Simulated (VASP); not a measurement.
Here is a VASP 6.6.1 calculation.

File INCAR:

```
SYSTEM = C
PREC = Accurate
ENCUT = 600
EDIFF = 1E-6
ISMEAR = 0
SIGMA = 0.1
LREAL = .FALSE.
LASPH = .TRUE.
NELM = 100
ALGO = Fast
ISIF = 3
LWAVE = .FALSE.
LCHARG = .FALSE.
GGA = PE
IBRION = 2
NSW = 100
EDIFFG = -0.01
```

File KPOINTS:

```
Automatic mesh
0
G
  12 12 12
  0 0 0
```

POSCAR

```
C
1.0
   -3.1603231677      3.1603231677      1.6662291512
    3.1603231677     -3.1603231677      1.6662291512
    3.1603231677      3.1603231677     -1.6662291512
C
8
Direct
    0.7976709782      0.7976709782      0.0000000000
    0.5476709782      0.0476709782      0.5000000000
    0.6230576254      0.6230576254      0.2461152508
    0.3769423746      0.3769423746      0.7538847492
    0.3730576254      0.6269423746      0.5000000000
    0.1269423746      0.8730576254      0.5000000000
    0.2023290218      0.2023290218      0.0000000000
    0.9523290218      0.4523290218      0.5000000000
```

Potentials or basis: VASP PAW PBE potentials, release 64 (C).

The run is started by

```console
$ cat potpaw_PBE.64/C/POTCAR > POTCAR
$ mpirun -np 1 vasp_std > vasp.out
```

Predict the space group after relaxing (to 0.05 Å).

I4_122 (No. 98).

What does it give for the relaxed cell?

a = 4.769 Å, b = 4.769 Å, c = 4.769 Å, α = 97.02°, β = 97.02°, γ = 139.08°.

Predict the relaxed volume.

8.32 Å³/atom.

What does it give for the band gap on the k mesh?

None (metal or under the smearing width).

Final structure:
```yaml
crystal:
  lattice:
    - [-3.15936, 3.15936, 1.66693]
    - [3.15936, -3.15936, 1.66693]
    - [3.15936, 3.15936, -1.66693]
  atoms:
    - { symbol: C, position: [0.79761, 0.79761, 0.00000] }
    - { symbol: C, position: [0.54761, 0.04761, 0.50000] }
    - { symbol: C, position: [0.62309, 0.62309, 0.24618] }
    - { symbol: C, position: [0.37691, 0.37691, 0.75382] }
    - { symbol: C, position: [0.37309, 0.62691, 0.50000] }
    - { symbol: C, position: [0.12691, 0.87309, 0.50000] }
    - { symbol: C, position: [0.20239, 0.20239, 0.00000] }
    - { symbol: C, position: [0.95239, 0.45239, 0.50000] }
```
